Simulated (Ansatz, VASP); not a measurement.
# Cross-check of Nb8HN8 (H on NbN(001)) between VASP and Ansatz, part 2 of 2

One calculation is typed for both programs; each brings its own data sets and cutoff. How far apart do they land?

VASP 6.6.1 and Ansatz 0.2.0.

So far: Set-up; Ansatz: single point, PBEsol.

### Step 3. VASP: single point, PBEsol

Level of this step: PBEsol; plane waves and PAW (Nb_sv, N, H) (VASP).

The same cell, functional, mesh and smearing now go to VASP, with its own data sets and cutoff.

Lines of VASP's logs that name or quote its potential files are left out, and so is its time.

INCAR reads:

```
SYSTEM = Nb8HN8
PREC = Normal
ENCUT = 400
EDIFF = 1E-06
NELM = 120
ISMEAR = 1
SIGMA = 0.1
LREAL = Auto
ALGO = Fast
GGA = PS
NBANDS = 168
LASPH = .TRUE.
LORBIT = 11
LWAVE = .FALSE.
LCHARG = .TRUE.
KPAR = 4
NCORE = 2
IDIPOL = 3
LDIPOL = .TRUE.
DIPOL = 0.5 0.5 0.478
LVHAR = .TRUE.
LVACPOTAV = .TRUE.
NEDOS = 1500
```

POSCAR reads:

```
Nb8HN8
1.0
    6.2083975390      0.0000000000      0.0000000000
    0.0000000000      6.2083975390      0.0000000000
    0.0000000000      0.0000000000     24.3350000000
Nb N H
16 16 2
Selective dynamics
Direct
    0.0000000000      0.0000000000      0.3287446070  F F F
    0.0000000000      0.5000000000      0.3287446070  F F F
    0.5000000000      0.0000000000      0.3287446070  F F F
    0.5000000000      0.5000000000      0.3287446070  F F F
    0.2500000000      0.2500000000      0.4189439080  F F F
    0.2500000000      0.7500000000      0.4189439080  F F F
    0.7500000000      0.2500000000      0.4189439080  F F F
    0.7500000000      0.7500000000      0.4189439080  F F F
    0.0000000000      0.0000000000      0.5155351473  T T T
    0.0000000000      0.5000000000      0.5155351473  T T T
    0.5000000000      0.0000000000      0.5155351473  T T T
    0.5000000000      0.5000000000      0.5155351473  T T T
    0.2500000000      0.2500000000      0.6017154799  T T T
    0.2500000000      0.7500000000      0.5969354332  T T T
    0.7500000000      0.2500000000      0.5969354332  T T T
    0.7500000000      0.7500000000      0.6017154799  T T T
    0.2500000000      0.2500000000      0.3287446070  F F F
    0.2500000000      0.7500000000      0.3287446070  F F F
    0.7500000000      0.2500000000      0.3287446070  F F F
    0.7500000000      0.7500000000      0.3287446070  F F F
    0.0000000000      0.0000000000      0.4189439080  F F F
    0.0000000000      0.5000000000      0.4189439080  F F F
    0.5000000000      0.0000000000      0.4189439080  F F F
    0.5000000000      0.5000000000      0.4189439080  F F F
    0.2500000000      0.2500000000      0.5070626256  T T T
    0.2500000000      0.7500000000      0.5104336404  T T T
    0.7500000000      0.2500000000      0.5104336404  T T T
    0.7500000000      0.7500000000      0.5070626256  T T T
    0.0000000000      0.0000000000      0.6060886018  T T T
    0.0000000000      0.5000000000      0.6060886018  T T T
    0.5000000000      0.0000000000      0.6060886018  T T T
    0.5000000000      0.5000000000      0.6060886018  T T T
    0.2500000000      0.2500000000      0.6753374811  T T T
    0.7500000000      0.7500000000      0.6753374811  T T T
```

KPOINTS reads:

```
Automatic mesh
0
Gamma
4 4 1
0 0 0
```

The projector-augmented-wave data sets are Nb_sv, N and H (PBE family, release 64).

On the command line:

```sh
mpirun -np 8 vasp_std
```

Numbers of over 12 decimals in the logs are rounded to 6 here.

Output:

```text
[banner, memory and clock lines left out]
running    8 mpi-ranks, on    1 nodes
[...]
|                                                                             |
|               ----> ADVICE to this user running VASP <----                  |
|                                                                             |
|     You enforced a specific xc type in the INCAR file but a different       |
|     [... a line on the potential file left out ...]
|     I HOPE YOU KNOW WHAT YOU ARE DOING!                                     |
|                                                                             |

 LDA part: xc-table for (Slater+PW92), standard interpolation
 POSCAR, INCAR and KPOINTS ok, starting setup
[...]
entering main loop
       N       E                     dE             d eps       ncg     rms          rms(c)
DAV:   1     0.298953545078E+04    0.29895E+04   -0.14336E+05  2440   0.133E+03
DAV:   2    -0.694629250217E+02   -0.30590E+04   -0.29961E+04  2584   0.530E+02
[...]
num prob RMM:  58    -0.349504454758E+03   -0.99839E-06   -0.10051E-05   964   0.135E-03    0.376E-02
RMM:  59    -0.349504455483E+03   -0.72560E-06   -0.77787E-06   922   0.127E-03
|                                                                             |
|           W    W    AA    RRRRR   N    N  II  N    N   GGGG   !!!           |
|           W    W   A  A   R    R  NN   N  II  NN   N  G    G  !!!           |
|           W    W  A    A  R    R  N N  N  II  N N  N  G       !!!           |
|           W WW W  AAAAAA  RRRRR   N  N N  II  N  N N  G  GGG   !            |
|           WW  WW  A    A  R   R   N   NN  II  N   NN  G    G                |
|           W    W  A    A  R    R  N    N  II  N    N   GGGG   !!!           |
|                                                                             |
|     Did not find any points to average over, which means that no vacuum     |
|     field-free region was found. Please increase the size of  your cell     |
|     in the dimension of the dipole correction to obtain accurate            |
|     workfunction values.                                                    |
|                                                                             |

   1 F= -.34950446E+03 E0= -.34949937E+03  d E =-.152624E-01
```

Parts of OUTCAR (step 3):

```text
  Total      -48.6773370    -48.6773370    -18.4308654      0.0000000      0.0000000      0.0000000
  in kB      -83.1470810    -83.1470810    -31.4822617      0.0000000      0.0000000      0.0000000
  external PRESSURE =     -65.9254745 kB  Pullay stress =       0.0000000 kB

 POSITION                                       TOTAL-FORCE (eV/Angst)
 -----------------------------------------------------------------------------------
      0.00000      0.00000      8.00000         0.000000     -0.000000      2.703739
      0.00000      3.10420      8.00000         0.000000     -0.000000      2.703739
      3.10420      0.00000      8.00000         0.000000     -0.000000      2.703739
      3.10420      3.10420      8.00000         0.000000     -0.000000      2.703739
      1.55210      1.55210     10.19500        -0.000000     -0.000000     -0.772672
      1.55210      4.65630     10.19500        -0.000000     -0.000000     -0.833441
      4.65630      1.55210     10.19500         0.000000      0.000000     -0.833441
      4.65630      4.65630     10.19500        -0.000000      0.000000     -0.772672
      0.00000      0.00000     12.54555        -0.000000     -0.000000      0.028448
      0.00000      3.10420     12.54555        -0.000000     -0.000000      0.028448
      3.10420      0.00000     12.54555        -0.000000     -0.000000      0.028448
      3.10420      3.10420     12.54555        -0.000000     -0.000000      0.028448
      1.55210      1.55210     14.64275        -0.000000      0.000000      0.035822
      1.55210      4.65630     14.52642        -0.000000     -0.000000     -0.010968
[...]
-----------------------------------------------------------------------------------
    total drift:                                0.000000      0.000000     -0.079697

  FREE ENERGIE OF THE ION-ELECTRON SYSTEM (eV)
  ---------------------------------------------------
  free  energy   TOTEN  =      -349.5044554831 eV

  energy  without entropy=     -349.4891930554  energy(sigma->0) =     -349.49936801

[... 3 further parts left out ...]
[key lines of the parts left out:]
E-fermi :   2.3417
```

### Step 4. Side by side

Known differences besides the potentials themselves: the cutoff is 420 eV in Ansatz and 400 eV in VASP (PREC = Normal, projectors in real space); Ansatz makes its cores anew for this functional, VASP keeps those of its PBE data sets. Total energies have different zeros and are not compared.

Compared:

| quantity | Ansatz | VASP | difference |
| --- | --- | --- | --- |
| work function, lower of the two faces (eV) | 3.18 | 3.16 | +0.02 |
| work function, higher of the two faces (eV) | 5.25 | 5.25 | 0.00 |

Forces on 8 of the 34 atoms, those with the largest forces and the largest differences (eV/Å; atoms numbered as in POSCAR):

```
atom        Ansatz x, y, z          VASP x, y, z
 Nb1   0.000, 0.000, 2.717   0.000, 0.000, 2.704
 Nb2   0.000, 0.000, 2.717   0.000, 0.000, 2.704
 Nb3   0.000, 0.000, 2.717   0.000, 0.000, 2.704
 Nb4   0.000, 0.000, 2.717   0.000, 0.000, 2.704
 N17  0.000, 0.000, -1.775  0.000, 0.000, -1.807
 N18  0.000, 0.000, -1.524  0.000, 0.000, -1.555
 N19  0.000, 0.000, -1.524  0.000, 0.000, -1.555
 N20  0.000, 0.000, -1.775  0.000, 0.000, -1.807
```

The forces differ by 10 meV/Å r.m.s., which is 1.6 % of the r.m.s. force of 0.65 eV/Å (both taken over all components, held atoms included). VASP's log warns that it found no field-free region in the vacuum, so its work functions are uncertain. VASP's last cycles still show a density residual of 4e-03, so its state may not be settled.

### Step 5. Summary of results

| Item | Value |
| --- | --- |
| r.m.s. force difference (single point, PBEsol) | 1.6 % of the r.m.s. force |

In words: The r.m.s. force difference is 1.6 % of the r.m.s. force (single point, PBEsol), within the 3 % picked in this series as the mark of a large difference. How closely two codes agree says nothing of how well the functional describes the real material.

[Lines on the potential files, build, host, timing and source positions are cut from VASP's logs without a mark.]

[Logs are printed without paths, hosts, clocks, repeated set-up lines and the standing remarks that a program may print on its own settings, such as how far it seeks lower states.]

[Hosts, paths, dates, database ids (printed as entryN), source tags and the programs' standing remarks are cut or masked in the printed files.]
